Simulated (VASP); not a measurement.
N:

```
CELL_PARAMETERS angstrom
5.81510 0.00000 0.00000
0.00000 5.81510 0.00000
0.00000 0.00000 5.81510
ATOMIC_POSITIONS crystal
N 0.04586 0.45414 0.54586
N 0.45414 0.54586 0.04586
N 0.54586 0.04586 0.45414
N 0.95414 0.95414 0.95414
N 0.93610 0.56390 0.43610
N 0.56390 0.43610 0.93610
N 0.43610 0.93610 0.56390
N 0.06390 0.06390 0.06390
```

* Program: VASP 6.6.1
* Task: single point
* Functional: PBE
* Potentials or basis: VASP PAW PBE potentials, release 64 (N)
* Cutoff: 520 eV
* k mesh: 5 × 5 × 5
* Occupations: fermi-dirac, width 0.05 eV
* Spin: no spin polarisation

On this cell: pressure 1.4 GPa; largest force 1.124 eV/Å; band gap on the k mesh 7.43 eV, indirect (least direct gap 7.44 eV).

The same run follows on a disturbed copy (atoms moved at random, drawn with an rms of 0.05 Å):

```
CELL_PARAMETERS angstrom
5.81510 0.00000 0.00000
0.00000 5.81510 0.00000
0.00000 0.00000 5.81510
ATOMIC_POSITIONS crystal
N 0.04423 0.45681 0.54324
N 0.44806 0.54322 0.03879
N 0.54799 0.03756 0.45366
N 0.95537 0.95110 0.96495
N 0.93679 0.55820 0.44400
N 0.56036 0.43333 0.94333
N 0.44294 0.94112 0.56037
N 0.06700 0.07271 0.06020
```

**Question.** What does the disturbed cell give?

**Answer.** The energy moves by +157.2 meV/atom; pressure 11.3 GPa; largest force 15.916 eV/Å; band gap on the k mesh 7.59 eV, indirect (least direct gap 7.60 eV).

Forces in eV/Å, atoms in the order of the input:
```
N    9.612 -9.069  8.871
N   -4.767  4.675  4.067
N    9.259  8.507 -9.399
N   -0.397 -0.432 -0.348
N   -9.603  9.061 -8.862
N    4.766 -4.658 -4.059
N   -9.254 -8.497  9.393
N    0.385  0.414  0.336
```

Stress tensor (GPa, compression positive):
```
12.14 -2.63 -2.14
-2.63 10.82 -6.24
-2.14 -6.24 10.81
```

Caveats: the standard files for N, O and F lose accuracy on very short bonds; an odd mesh through Γ misses points on the zone boundary, where band edges often lie; forces of over 1 eV/Å show positions far from the minimum, so gaps and moduli don't describe the material at rest (some runs).
